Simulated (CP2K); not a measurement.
Runs of CP2K 2026.2 on P. It takes space group Cmce (No. 64, orthorhombic). Conventional cell: a = 3.295 Å, b = 10.930 Å, c = 4.544 Å, α = 90.00°, β = 90.00°, γ = 90.00°. Around P (site symmetry m) lie 3 P at 2.20 to 2.25 Å. 

| task | level | potentials or basis | smearing | EPS_DEFAULT | NGRIDS | basis sets | potentials | points a segment of the path (NPOINTS) | gap on the mesh (eV) | pressure (GPa) | largest force (eV/Å) |
| --- | --- | --- | --- | --- | --- | --- | --- | --- | --- | --- | --- |
| band structure | PBEsol | POTENTIAL_UZH P GTH-PBE-q5; TZVP-MOLOPT-PBE-GTH basis | fermi-dirac 0.01 eV | 1.0E-9 | 4 | P TZVP-MOLOPT-PBE-GTH-q5 | P GTH-PBE-q5 of POTENTIAL_UZH | 6 | - | 0.8 | 0.47 |
| band structure | r2SCAN | POTENTIAL_UZH P GTH-SCAN-q5; TZVP-MOLOPT-SCAN-GTH basis | fermi-dirac 0.01 eV | 1.0E-10 | 5 | P TZVP-MOLOPT-SCAN-GTH-q5 | P GTH-SCAN-q5 of POTENTIAL_UZH | 6 | - | (a) | 0.20 |
| single point | PBEsol | POTENTIAL_UZH P GTH-PBE-q5; TZVP-MOLOPT-PBE-GTH basis | fermi-dirac 0.05 eV | 1.0E-10 | 5 | P TZVP-MOLOPT-PBE-GTH-q5 | P GTH-PBE-q5 of POTENTIAL_UZH | - | 1.17 | 0.8 | 0.47 |
| band structure | LDA | GTH_POTENTIALS P GTH-PADE-q5; TZVP-MOLOPT-PBE-GTH basis | fermi-dirac 0.05 eV | 1.0E-9 | 4 | P TZVP-MOLOPT-PBE-GTH-q5 | P GTH-PADE-q5 of GTH_POTENTIALS | 10 | - | -1.8 | (b) |
| band structure | TB-mBJ | POTENTIAL_UZH P GTH-PBE-q5; TZVP-MOLOPT-PBE-GTH basis | fermi-dirac 0.05 eV | 1.0E-10 | 5 | P TZVP-MOLOPT-PBE-GTH-q5 | P GTH-PBE-q5 of POTENTIAL_UZH | 10 | 1.57 | - | - |

Alike in all rows: no spin polarisation; cell as given; k mesh 8 × 8 × 6.

Q: Fill in the values left out.

A: (a) 1.1; (b) 0.21.

Caveats: the basis of atomic orbitals isn't converged, which shifts pressures, moduli and gaps; the potentials were made for another functional, which shifts forces and pressure (some runs); this is a model potential without an energy functional, so only levels have meaning (some runs); the mesh misses the band edges, which the band path finds closer together (some runs).
